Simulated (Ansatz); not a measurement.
FeO (Wuestite), 2 atoms in the cell. The structure is cubic, space group Fm-3m (No. 225). The conventional cell has a = 4.311 Å, b = 4.311 Å, c = 4.311 Å, α = 90.00°, β = 90.00°, γ = 90.00°. Around Fe (site symmetry m-3m) lie 6 O at 2.16 Å. Around O (site symmetry m-3m) lie 6 Fe at 2.16 Å. 

- Program: Ansatz 0.2.0
- Task: single point
- Functional: PBEsol
- Potentials or basis: Ansatz PAW
- Cutoff: 420 eV (not typed: the program's choice for these potentials)
- k mesh: 11 × 11 × 11
- Occupations: fermi-dirac, width 0.05 eV
- Spin: collinear spin, ferromagnetic start
- Starting moments: [3.0, 0.0] μB

Potentials or basis: Ansatz PAW.

Run with:

```console
$ ansatz run input.yaml --threads 2 --pin off --max-ram 5632MiB --backend cpu --events-out ev --progress --plain --runs-dir out
```

Hardware: 2 threads of Arm Neoverse V2 (shared host).

**Question.** How long does it take, and how much memory?

**Answer.** Wall time 2.4 s on 2 threads of Arm Neoverse V2 (shared host), peak memory 0.3 GiB. Counts: scf iterations 12, plane waves 387, k points 56, bands 17.
